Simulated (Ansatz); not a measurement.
The calculation used DFT PBE, scalar-relativistic, plane waves, PAW in Ansatz 0.2.0. Settings: cutoff 420 eV, Γ-centred meshes spaced at most about 0.3 Å⁻¹ (2π included), Gaussian smearing. No spin polarisation.

Temperature and zero-point effects are left out.

Task: Which of these relaxed structures of HfO₂ is the lowest in energy?
A.

Space group Fm-3m (No. 225). a = 5.098 Å, b = 5.098 Å, c = 5.098 Å, α = 90.00°, β = 90.00°, γ = 90.00°
```csv
atom,site,symmetry,x,y,z
Hf,4a,m-3m,0.0000,0.0000,0.0000
O,8c,-43m,0.2500,0.7500,0.7500
```

B.

Space group I4/mmm (No. 139). a = 9.427 Å, b = 9.427 Å, c = 5.929 Å, α = 90.00°, β = 90.00°, γ = 90.00°
```
atom  site  symmetry       x       y       z
  Hf    4d      -4m2  0.0000  0.5000  0.7500
   O    8j      m2m. 0.0000  0.6402  0.5000
```

C.

Space group P4_2/mnm (No. 136). a = 4.880 Å, b = 4.880 Å, c = 3.238 Å, α = 90.00°, β = 90.00°, γ = 90.00°
| atom | site | symmetry | x | y | z |
| --- | --- | --- | --- | --- | --- |
| Hf | 2a | m.mm | 0.0000 | 0.0000 | 0.0000 |
| O | 4f | m.2m | 0.1948 | 0.8052 | 0.5000 |

Result: C. The next of these, A, lies 64 meV/atom higher. Forms: C rutile type, P4_2/mnm; A fluorite type, Fm-3m; B I4/mmm. Counting O atoms around Hf (those within 1.25 times the shortest such distance or 1.15 times the sum of covalent radii): C has Hf 6; A has Hf 8; B has Hf 4. Origin: A, reached from a cell as deposited in COD; B, invented; C, reached from a Materials Project cell. Shaken at random and relaxed again, A came back. The lowest form computed isn't among them: it has the anatase type, space group I4_1/amd (No. 141), 14.3 Å³/atom and lies 30 meV/atom below the best shown.

Weakly bound directions are ill-defined at this level, which has no dispersion term (I4/mmm), and this can change margins and order among such cells. Spin–orbit coupling, which can matter for Hf, is left out. Cells without such a test can be saddle points. Some candidate types were left out of the draw beforehand, so a known form may be missing.
